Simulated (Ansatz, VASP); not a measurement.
# C (Diamond) in two plane-wave programs

One calculation is typed for both programs; each brings its own data sets and cutoff. How far apart do they land? The cell is taken from a series of VASP runs on this material, whose earlier steps may have relaxed, scaled or displaced it; both programs get it as it stands.

Program: Ansatz 0.2.0. Level of theory: plane waves, with VASP 6.6.1 beside it; zone-centre phonons at r2SCAN and relaxation of cell and atoms at r2SCAN with rVV10. Results are calculated unless marked as measured.

### Step 1. Starting point

Symmetry: Fd-3m, No. 227, cubic system. The conventional cell has a = 3.563 Å, b = 3.563 Å, c = 3.563 Å, α = 90.00°, β = 90.00°, γ = 90.00°. C has 4 C at 1.54 Å nearest.

### Step 2. VASP: zone-centre phonons, r2SCAN

Second derivatives magnify differences that forces hide, and they need a tight electronic threshold.

Lines of VASP's logs that name or quote its potential files are left out, and so is its time.

Input file INCAR:

```
SYSTEM = C
PREC = Accurate
ENCUT = 520
EDIFF = 1E-08
NELM = 100
ISMEAR = 0
SIGMA = 0.03
LREAL = .FALSE.
ALGO = Normal
METAGGA = R2SCAN
LASPH = .TRUE.
NBANDS = 10
LORBIT = 11
LWAVE = .FALSE.
LCHARG = .FALSE.
KPAR = 4
IBRION = 6
NFREE = 2
POTIM = 0.015
NSW = 1
ISIF = 2
```

Input file POSCAR:

```
C
1.0
    0.0000000000      1.7815724865      1.7815724865
    1.7815724865      0.0000000000      1.7815724865
    1.7815724865      1.7815724865      0.0000000000
C
2
Direct
    0.7500000000      0.7500000000      0.7500000000
    0.5000000000      0.5000000000      0.5000000000
```

Input file KPOINTS:

```
Automatic mesh
0
Gamma
14 14 14
0 0 0
```

Potentials, in the order of the species: C (PBE family, release 64).

The run is started by

```
mpirun -np 4 vasp_std
```

Numbers of over 12 decimals in the logs are rounded to 6 here.

What it wrote:

```text
[banner, memory and clock lines left out]
running    4 mpi-ranks, on    1 nodes
 distrk:  each k-point on    1 cores,    4 groups
 distr:  one band on    1 cores,    1 groups

 POSCAR found type information on POSCAR C
 POSCAR found :  1 types and       2 ions
|                                                                             |
|               ----> ADVICE to this user running VASP <----                  |
|                                                                             |
|     You enforced a specific xc type in the INCAR file but a different       |
|     [... a line on the potential file left out ...]
|     I HOPE YOU KNOW WHAT YOU ARE DOING!                                     |
|                                                                             |

 LDA part: xc-table for (None), standard interpolation
 POSCAR, INCAR and KPOINTS ok, starting setup
 FFT: planning ... GRIDC
 FFT: planning ... GRID_SOFT
 FFT: planning ... GRID
 WAVECAR not read
 entering main loop
       N       E                     dE             d eps       ncg     rms          rms(c)
DAV:   1    -0.193974982448E+01   -0.19397E+01   -0.49234E+03  2208   0.789E+02
DAV:   2    -0.215984414912E+02   -0.19659E+02   -0.19145E+02  2904   0.132E+02
DAV:   3    -0.219484234467E+02   -0.34998E+00   -0.34891E+00  2432   0.139E+01
DAV:   4    -0.219491421195E+02   -0.71867E-03   -0.71864E-03  2280   0.725E-01
DAV:   5    -0.219491429398E+02   -0.82031E-06   -0.82034E-06  2374   0.243E-02    0.515E+00
DAV:   6    -0.197538934616E+02    0.21952E+01   -0.26568E-01  2292   0.405E+00    0.385E+00
DAV:   7    -0.196561199621E+02    0.97773E-01   -0.26004E-01  2270   0.393E+00    0.768E-01
DAV:   8    -0.196570182741E+02   -0.89831E-03   -0.36175E-03  2324   0.569E-01    0.400E-01
DAV:   9    -0.196573753248E+02   -0.35705E-03   -0.15389E-04  2252   0.155E-01    0.127E-02
DAV:  10    -0.196573756015E+02   -0.27666E-06   -0.29394E-06  2448   0.149E-02    0.674E-03
DAV:  11    -0.196573757646E+02   -0.16310E-06   -0.74831E-07  2278   0.832E-03    0.563E-04
DAV:  12    -0.196573757250E+02    0.39591E-07   -0.84490E-09  1840   0.770E-04    0.486E-04
DAV:  13    -0.196573757240E+02    0.98885E-09   -0.20443E-10  1126   0.160E-04
   1 F= -.19657376E+02 E0= -.19657376E+02  d E =-.782629E-15
 Found     1 degrees of freedom:
 Finite differences POTIM= 0.01500 DOF=   1
 bond charge predicted
       N       E                     dE             d eps       ncg     rms          rms(c)
DAV:   1    -0.196524021102E+02    0.49736E-02   -0.50205E-01  8576   0.574E+00    0.119E-01
DAV:   2    -0.196530653362E+02   -0.66323E-03   -0.32016E-03  9876   0.556E-01    0.748E-02
DAV:   3    -0.196530259745E+02    0.39362E-04   -0.23997E-04  9290   0.128E-01    0.724E-03
DAV:   4    -0.196530254945E+02    0.47996E-06   -0.10180E-05  9668   0.316E-02    0.442E-03
DAV:   5    -0.196530252232E+02    0.27133E-06   -0.14058E-06  9146   0.975E-03    0.329E-04
DAV:   6    -0.196530252382E+02   -0.15006E-07   -0.60669E-08  9594   0.229E-03    0.216E-04
DAV:   7    -0.196530252359E+02    0.22843E-08   -0.11461E-09  4682   0.327E-04
   2 F= -.19653025E+02 E0= -.19653025E+02  d E =-.997563E-39
 Finite differences progress:
  Degree of freedom:   1/  1
  Displacement:        1/  2
  Total:               1/  2
 bond charge predicted
       N       E                     dE             d eps       ncg     rms          rms(c)
DAV:   1    -0.196510471069E+02    0.19781E-02   -0.12029E+00  8596   0.832E+00    0.237E-01
DAV:   2    -0.196531861668E+02   -0.21391E-02   -0.76997E-03  9640   0.829E-01    0.149E-01
DAV:   3    -0.196530286289E+02    0.15754E-03   -0.95095E-04  9246   0.254E-01    0.143E-02
DAV:   4    -0.196530258464E+02    0.27825E-05   -0.37654E-05  9584   0.605E-02    0.860E-03
DAV:   5    -0.196530252072E+02    0.63922E-06   -0.51048E-06  9186   0.185E-02    0.611E-04
DAV:   6    -0.196530252204E+02   -0.13227E-07   -0.21639E-07  9708   0.426E-03    0.367E-04
DAV:   7    -0.196530252233E+02   -0.28338E-08   -0.48954E-09  5414   0.694E-04
   3 F= -.19653025E+02 E0= -.19653025E+02  d E =-.100391E-38
 Finite differences progress:
  Degree of freedom:   1/  1
  Displacement:        2/  2
  Total:               2/  2
```

From OUTCAR (step 2):

```text
ion  position               nearest neighbor table
   1  0.750  0.750  0.750-   2 1.54   2 1.54   2 1.54   2 1.54
   2  0.500  0.500  0.500-   1 1.54   1 1.54   1 1.54   1 1.54

  LATTYP: Found a face centered cubic cell.
 ALAT       =     3.5631449730

 Subroutine GETGRP returns: Found 48 space group operations
 (whereof 24 operations were pure point group operations)

The static configuration has the point symmetry T_d .
 The point group associated with its full space group is O_h .

 Found    104 irreducible k-points:

   k-points           NKPTS =    104   k-points in BZ     NKDIM =    104   number of bands    NBANDS=     10

   dimension x,y,z NGX =    20 NGY =   20 NGZ =   20
   dimension x,y,z NGXF=    40 NGYF=   40 NGZF=   40

   ENCUT  =  520.0 eV  38.22 Ry    6.18 a.u.   4.68  4.68  4.68*2*pi/ulx,y,z

   NELECT =       8.0000    total number of electrons

 k-points in reciprocal lattice and weights: Automatic mesh
   0.00000000  0.00000000  0.00000000       0.000
   0.07142857  0.00000000  0.00000000       0.003
   0.14285714  0.00000000  0.00000000       0.003
   0.21428571  0.00000000  0.00000000       0.003
   0.28571429  0.00000000  0.00000000       0.003
   0.35714286  0.00000000  0.00000000       0.003
   0.42857143  0.00000000  0.00000000       0.003
   0.50000000  0.00000000  0.00000000       0.001
   0.07142857  0.07142857  0.00000000       0.002
[...]
-0.28571429  0.42857143  0.21428571       0.009
  -0.28571429  0.50000000  0.21428571       0.004

 average (electrostatic) potential at core
       1 -47.4030       2 -47.4031

 E-fermi :  10.2653

 k-point     1 :       0.0000    0.0000    0.0000
  band No.  band energies     occupation
      1     -12.9810      2.00000
      2       9.5129      2.00000
      3       9.7602      2.00000
      4      10.0007      2.00000
      5      15.3902      0.00000
      6      15.5965      0.00000
      7      15.8139      0.00000
      8      23.6465      0.00000
      9      30.1903      0.00000
    ...

 k-point     2 :       0.0714    0.0000    0.0000
  band No.  band energies     occupation
      1     -12.8330      2.00000
      2       8.6091      2.00000
      3       9.4298      2.00000
      4       9.7209      2.00000
      5      15.7474      0.00000
      6      15.9831      0.00000
      7      16.3458      0.00000
      8      23.7991      0.00000
      9      30.4432      0.00000
    ...

 k-point     3 :       0.1429    0.0000    0.0000
  band No.  band energies     occupation
      1     -12.3905      2.00000
      2       6.4764      2.00000
      3       8.8092      2.00000
      4       9.0843      2.00000
      5      16.5677      0.00000
      6      16.8164      0.00000
      7      17.3163      0.00000
      8      24.2459      0.00000
      9      31.0287      0.00000
    ...

  Total        0.0047639      0.0086507      0.0086507      0.0000000      0.0363627      0.0000000
  in kB        0.6748947      1.2255221      1.2255221      0.0000000      5.1514179      0.0000000
  external PRESSURE =       1.0419796 kB  Pullay stress =       0.0000000 kB

  energy-cutoff  :      520.00
  volume of cell :       11.31
      direct lattice vectors                 reciprocal lattice vectors
     0.000000000  1.781572486  1.781572486    -0.280650944  0.280650944  0.280650944
     1.781572486  0.000000000  1.781572486     0.280650944 -0.280650944  0.280650944
     1.781572486  1.781572486  0.000000000     0.280650944  0.280650944 -0.280650944

 POSITION                                       TOTAL-FORCE (eV/Angst)
 -----------------------------------------------------------------------------------
      2.65736      2.67236      2.67236         0.579967      0.000000      0.000000
      1.78157      1.78157      1.78157        -0.579967      0.000000      0.000000
 -----------------------------------------------------------------------------------
    total drift:                               -0.000010     -0.000000     -0.000000

  FREE ENERGIE OF THE ION-ELECTRON SYSTEM (eV)
  ---------------------------------------------------
  free  energy   TOTEN  =       -19.6530252233 eV

  energy  without entropy=      -19.6530252233  energy(sigma->0) =      -19.65302522

 Eigenvectors and eigenvalues of the dynamical matrix
 ----------------------------------------------------

   1 f  =   39.666850 THz   249.234171 2PiTHz 1323.143706 cm-1   164.048838 meV
             X         Y         Z           dx          dy          dz
      2.672359  2.672359  2.672359     0.000000   -0.707107    0.000000
      1.781572  1.781572  1.781572     0.000000    0.707107    0.000000

   2 f  =   39.666850 THz   249.234171 2PiTHz 1323.143706 cm-1   164.048838 meV
             X         Y         Z           dx          dy          dz
      2.672359  2.672359  2.672359    -0.707107    0.000000    0.000000
      1.781572  1.781572  1.781572     0.707107    0.000000    0.000000

   3 f  =   39.666850 THz   249.234171 2PiTHz 1323.143706 cm-1   164.048838 meV
             X         Y         Z           dx          dy          dz
      2.672359  2.672359  2.672359     0.000000    0.000000   -0.707107
      1.781572  1.781572  1.781572     0.000000    0.000000    0.707107

   4 f  =    0.000000 THz     0.000000 2PiTHz    0.000000 cm-1     0.000000 meV
             X         Y         Z           dx          dy          dz
      2.672359  2.672359  2.672359     0.707107    0.000000    0.000000
      1.781572  1.781572  1.781572     0.707107    0.000000    0.000000

   5 f  =    0.000000 THz     0.000000 2PiTHz    0.000000 cm-1     0.000000 meV
             X         Y         Z           dx          dy          dz
      2.672359  2.672359  2.672359     0.000000    0.707107    0.000000
      1.781572  1.781572  1.781572     0.000000    0.707107    0.000000

   6 f  =    0.000000 THz     0.000000 2PiTHz    0.000000 cm-1     0.000000 meV
             X         Y         Z           dx          dy          dz
      2.672359  2.672359  2.672359     0.000000    0.000000    0.707107
      1.781572  1.781572  1.781572     0.000000    0.000000    0.707107

 ELASTIC MODULI CONTR FROM IONIC RELAXATION (kBar)
 Direction    XX          YY          ZZ          XY          YZ          ZX
 --------------------------------------------------------------------------------
 XX          -0.0000      0.0000      0.0000      0.0000     -0.0000      0.0000
 YY           0.0000     -0.0000      0.0000      0.0000      0.0000      0.0000
 ZZ           0.0000      0.0000     -0.0000     -0.0000      0.0000      0.0000
 XY           0.0000      0.0000     -0.0000    -21.5563      0.0000      0.0000
 YZ          -0.0000      0.0000      0.0000      0.0000    -21.5563      0.0000
 ZX           0.0000      0.0000      0.0000      0.0000      0.0000    -21.5563
 --------------------------------------------------------------------------------

 total charge
# of ion       s       p       d       tot
------------------------------------------
    1        0.846   1.741   0.000   2.587
    2        0.846   1.741   0.000   2.587
--------------------------------------------------
tot          1.693   3.482   0.000   5.175

[... 3 further parts left out ...]
```

CONTCAR:

```
C
   1.00000000000000
     0.0000000000000000    1.7815724865000000    1.7815724865000000
     1.7815724865000000    0.0000000000000000    1.7815724865000000
     1.7815724865000000    1.7815724865000000    0.0000000000000000
  C
     2
Direct
     0.7542097641588158    0.7457902358411842    0.7457902358411843
     0.5000000000000000    0.5000000000000000    0.5000000000000000
```

### Step 3. Ansatz: zone-centre phonons, r2SCAN

Ansatz runs on its default PAW (the set named soft_2) files.

The same cell, functional, mesh and smearing now go to Ansatz, which takes its cutoff from its data sets.

Input file input.yaml:

```yaml
crystal:
  lattice:
    - [0.0, 1.7815724865, 1.7815724865]
    - [1.7815724865, 0.0, 1.7815724865]
    - [1.7815724865, 1.7815724865, 0.0]
  atoms:
    - { symbol: C, position: [0.75, 0.75, 0.75] }
    - { symbol: C, position: [0.5, 0.5, 0.5] }
hamiltonian:
  xc: r2scan
  pseudopotentials: { kind: paw }
kpoints:
  mp_grid: { grid: [14, 14, 14] }
scf:
  occupations: { method: gaussian, width: 0.03 }
phonons:
  method: dfpt
  qpoints: [[0, 0, 0]]
```

The run is started by

```
ansatz run input.yaml --threads 4 --pin off --max-ram 9216MiB --backend cpu --events-out ev --progress --plain --runs-dir out
```

What it wrote:

```text
Engine: ansatz 0.2.0, aarch64-unknown-linux-gnu
Pseudopotentials: kind: paw
Pseudopotential: C, paw, valence charge 4, recommended cutoff 500 eV (meta_gga), C.paw.azcp
Functional definition: r2SCAN
  parameter k0 = 0.174
  parameter k1 = 0.065
  parameter a1 = 4.9479
  exchange = r2scan_x(k0 = k0, k1 = k1, a1 = a1)
  correlation = r2scan_c
Crystal: 2 atoms, lattice volume = 11.309 Å³
Basis set: ecut = 500 eV, 283 PW (Γ), exchange–correlation on 100×100×100 points (125 copies of the dense FFT grid, shifted against one another)
Bands: 8, of which v1, the nominal top of the filled ones, is band 4 counted from 1 (3 counted from 0)
Symmetry: 48 space group operations
k-points: 428 of 2744 (irreducible under 4 space group operations, time reversal used)
Non-local potential: C, projectors of the file, l = 0: 2, l = 1: 2, l = 2: 1
PAW form: soft (Blöchl's): semilocal exchange-correlation on the pseudo side does not see the compensation charge
PAW frozen core: C, regenerated for the run's functional (the file was generated under x = pbe(κ = 0.804, μ = 0.219515), c = pbe(β = 0.066725))
PAW one-centre angular grid: C, 302 points (default); XC on 239 of its mesh's 2573 points in the sphere
Initial density: superposition of atomic densities (neutral atoms: chi_scale 0, normalization atom), corrected by the library's trained network
Initial wavefunctions: pseudopotential atomic-orbital guess
Functional: x = r2scan, c = r2scan; τ floored in thin density (d = 2e-4 eV/Å³)
SCF iter   1: F=—  HF=-503.055371 eV  |F-HF|=—  |Δ(HF+E_count)|=         —  Δρ=8.84e-3  dr2=2.38e-3  dr2_τ=3.85e-1  ethr=1.77e-3  ⟨swp⟩=5.4  Hψ=23417  notcnv=0
preconditioner: auto → none  [insulator: Δε(μ)=4.298 eV  Ē_g=20.830 eV  σ=0.030 eV  W_gap=1.00  n_scr=0 (ndim 8)  ℏωp=31.2 eV  f_vac=0.000  D(μ)=0.00/eV (n_scr^D=0)  ε∞_Penn≈3.2]
SCF iter   2: F=—  HF=-503.111381 eV  |F-HF|=—  |Δ(HF+E_count)|=   5.60e-2  Δρ=5.58e-3  dr2=9.72e-4  dr2_τ=5.77e-5  ethr=2.98e-5  ⟨swp⟩=2.0  Hψ=10282  notcnv=0
SCF iter   3: F=—  HF=-503.111408 eV  |F-HF|=—  |Δ(HF+E_count)|=   2.64e-5  Δρ=1.87e-3  dr2=1.17e-4  dr2_τ=1.63e-5  ethr=1.21e-5  ⟨swp⟩=2.5  Hψ=5275  notcnv=0
SCF iter   4: F=—  HF=-503.111441 eV  |F-HF|=—  |Δ(HF+E_count)|=   3.29e-5  Δρ=3.78e-4  dr2=4.80e-6  dr2_τ=3.10e-7  ethr=1.47e-6  ⟨swp⟩=1.5  Hψ=3938  notcnv=0
SCF iter   5: F=—  HF=-503.111443 eV  |F-HF|=—  |Δ(HF+E_count)|=   2.44e-6  Δρ=9.06e-5  dr2=2.79e-7  dr2_τ=3.01e-8  ethr=6.00e-8  ⟨swp⟩=1.5  Hψ=3966  notcnv=0
SCF iter   6: F=—  HF=-503.111443 eV  |F-HF|=—  |Δ(HF+E_count)|=   2.35e-7  Δρ=4.86e-6  dr2=7.54e-10  dr2_τ=1.19e-10  ethr=3.48e-9  ⟨swp⟩=2.2  Hψ=5116  notcnv=0
SCF iter   7: F=-503.111443 eV  HF=-503.111443 eV  |F-HF|=4.43e-12  |Δ(HF+E_count)|=  7.45e-10  Δρ=4.25e-7  dr2=5.74e-12  dr2_τ=8.98e-13  ethr=1.00e-12  ⟨swp⟩=4.4  Hψ=15624  notcnv=0
SCF 1 converged in 7 iterations: F = -503.111443 eV  dr2 = 5.74e-12
  greatest PAW one-centre occupation: 0.659 electrons in one spin orbital (limit 2), on the C atom at site 1 (counted from 0), in its partial waves of l = 0
DFPT response loops at Γ: preconditioner auto → none (the input reference at scf.mixing.eps_inf says where Resta's filter doesn't serve); β = 0.50; Broyden in place of MSR1
SCF converged after 7 iterations
Free energy (F): -503.111443 eV
Harris-Foulkes:  -503.111443 eV  (|F-HF|=4.43e-12)
Internal energy: -503.111443 eV  (E = F + TS)
E sigma→0 (E₀):  -503.111443 eV
Fermi energy:    15.521289 eV
--- Per-component energies (eV) ---
  E_band       = 30.551204
  E_kinetic    = 184.348579
  E_local      = -120.922518  (includes V_loc(G=0)·N_el)
  E_nonlocal   = 52.556786
  E_hartree    = 26.637630
  E_xc         = -95.916718
  E_vxc        = -132.544116  (∫ρ·V_xc dr)
  E_paw        = -201.453224  (= ΣΔE_a)
  E_vpaw       = -13.156860  (= ΣTr[D̂ρ^β])
  E_aug_tail   = 0.000008  (compensation charges beyond the density's cutoff)
  E_vtau       = 6.994073  (kinetic-family band-sum trace: ∫τ·v_τ [+ j·A + Jᵃ·Aᵃ] dr)
  E_ewald      = -348.312438
  E_core_change = -0.049547  (= ΣΔE_core)
  E_smearing   = -0.000000  (= −TS)
  E_closure    = -0.000000  (closes the sum)
  Σ components = -503.111443   (vs F -503.111443, Δ=0.00e0)
--- Band table (eV; the first three rows and the last of 428) ---
  k-point 0: bands = ["-9.3714", "13.3432", "13.3432", "13.3432", "19.2318", "19.2318", "19.2318", "27.1888"]
  k-point 1: bands = ["-9.2236", "12.3425", "13.0841", "13.0841", "19.5715", "19.5715", "19.8264", "27.3395"]
  k-point 2: bands = ["-8.7815", "10.1648", "12.4816", "12.4816", "20.3670", "20.3670", "20.8325", "27.7819"]
  k-point 427: bands = ["-0.3832", "1.1763", "4.1656", "5.5832", "23.7384", "24.6937", "26.6703", "26.9796"]
--- Phonons (Γ-DFPT): 1 representative perturbation + reference, on 428 of 2744 k-points (Σ response iterations 5) ---
  k mesh reduced under 4 symmetry operations, with k and −k counted as one. Each operation leaves every solved perturbation unchanged. A smaller set is not considered because the functional reads the kinetic-energy density
  ASR residual: 2.885e-4 → 0.000e0 eV/Å²; symmetrization residual: 4.263e-14 eV/Å²
  ASR residual per site (eV/Å²): 2.88e-4 2.88e-4
  Γ frequencies (cm⁻¹): 0.00 0.00 0.00 1320.84 1320.84 1320.84
  non-analytic LO–TO correction: not included (Born effective charges unavailable; polar crystals: no LO–TO splitting at Γ)
--- Phonons (arbitrary-q DFPT): 1 explicit q-point ---
  q = [0, 0, 0] (of the zone-centre solve; hermiticity 5.44e-16, symmetrization 7.38e-16): 0.00 0.00 0.00 1320.84 1320.84 1320.84
  sum rule: each row above includes the acoustic sum rule's correction from the zone centre's row sums; it moved no ω² by more than (2.56 cm⁻¹)²
```

Elapsed: 3.8 s, on 4 threads of Arm Neoverse V2, shared host; peak memory 0.52 GiB; 14 s of CPU time.

### Step 4. Comparison

Known differences besides the potentials themselves: VASP keeps PBE cores, Ansatz makes them for the functional; the cutoff is 500 eV in Ansatz and 520 eV in VASP; VASP uses finite displacements, Ansatz perturbation theory. Total energies have different zeros and are not compared.

The two programs side by side:

```tsv
quantity	Ansatz	VASP	difference
optical mode 1 to 3 (cm⁻¹)	1320.8	1323.1	-0.17 %
```

Modes are paired by rising frequency and degeneracy, not by their patterns, so a pair may still set unlike modes beside each other.

[end of part 1 of 2]

[Lines on the potential files, build, host, timing and source positions are cut from VASP's logs without a mark.]

[Logs are printed without paths, hosts, clocks, repeated set-up lines and the standing remarks that a program may print on its own settings, such as how far it seeks lower states.]

[Hosts, paths, dates, database ids (printed as entryN), source tags and the programs' standing remarks are cut or masked in the printed files.]
